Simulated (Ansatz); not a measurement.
L1₀ (CuAu-type) CoPt, treated with LDA in Ansatz (PAW).

Run with plane-wave cutoff 520 eV, 20×20×16 k mesh (along the axes of the cell as run), Fermi–Dirac smearing 0.05 eV, spin-polarised with parallel moments, scalar-relativistic PAW data made under PBE.

Shape and atoms are relaxed at each volume.

Pressure at four volumes; x = ln(V/12.594 Å³). One pressure is withheld.

| V (Å³/atom) | x | P (GPa) |
|---|---|---|
| 12.091 | -0.0408 | ? |
| 12.343 | -0.0201 | 5.78 |
| 12.594 | 0.0000 | 0.00 |
| 13.098 | 0.0392 | -9.71 |

Task: Pass a parabola P(x) through the three rows shown, estimate the bulk modulus and its pressure derivative near zero pressure, and predict the withheld pressure.

Result: Slopes between the rows: (0.00 − (5.78))/(0.0000 − (-0.0201)) = -287.56 and (-9.71 − (0.00))/(0.0392 − (0.0000)) = -247.70 GPa. Their difference over the span 0.0593 is c = 39.86/0.0593 = 672.2 GPa, so P(x) = 5.78 + (-287.56)(x − (-0.0201)) + 672.2 (x − (-0.0201))(x − (0.0000)). At the middle row B = −dP/dx = −[-287.56 + 672.2 × 0.0201] = 274.0 GPa, and B′ = dB/dP = 2c/B = 4.9. At x = -0.0408 the parabola gives 12.30 GPa; the run gives 12.22 GPa. The Birch–Murnaghan fit to the energies at all volumes has B0 = 272 GPa and B′ = 4.8.

Spin–orbit coupling is not included.

Ansatz is a program for electronic structure.
